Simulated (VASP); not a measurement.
A run of VASP 6.6.1:

Contents of INCAR:

```
PREC = Accurate
ENCUT = 900
EDIFF = 1E-6
ISMEAR = 0
SIGMA = 0.02
LREAL = F
LASPH = T
NELM = 80
ALGO = Fast
ISIF = 2
LWAVE = F
LCHARG = F
GGA = PS
```

KPOINTS

```
Automatic mesh
0
Gamma
  6 6 8
```

Contents of POSCAR:

```
ZnF2
1.0
    4.7182600000      0.0000000000      0.0000000000
    0.0000000000      4.7182600000      0.0000000000
    0.0000000000      0.0000000000      3.1387200000
Zn F
2 4
Direct
    0.0000000000      0.0000000000      0.0000000000
    0.5000000000      0.5000000000      0.5000000000
    0.3037300000      0.3037300000      0.0000000000
    0.1962700000      0.8037300000      0.5000000000
    0.6962700000      0.6962700000      0.0000000000
    0.8037300000      0.1962700000      0.5000000000
```

Potentials or basis: VASP PAW PBE potentials, release 64 (Zn, F_h).

The run is started by

```bash
$ cat potpaw_PBE.64/Zn/POTCAR potpaw_PBE.64/F_h/POTCAR > POTCAR
$ mpirun -np 1 vasp_std > vasp.out
```

Hardware: 1 thread of AMD EPYC 9R45 96-Core Processor (Zen 5) (shared host).

**Question.** Estimate the wall time of this run.

**Answer.** Wall time 2.3 min on 1 thread of AMD EPYC 9R45 96-Core Processor (Zen 5), on a shared host, peak memory 0.35 GiB. Counts: scf iterations 16, k points 50.
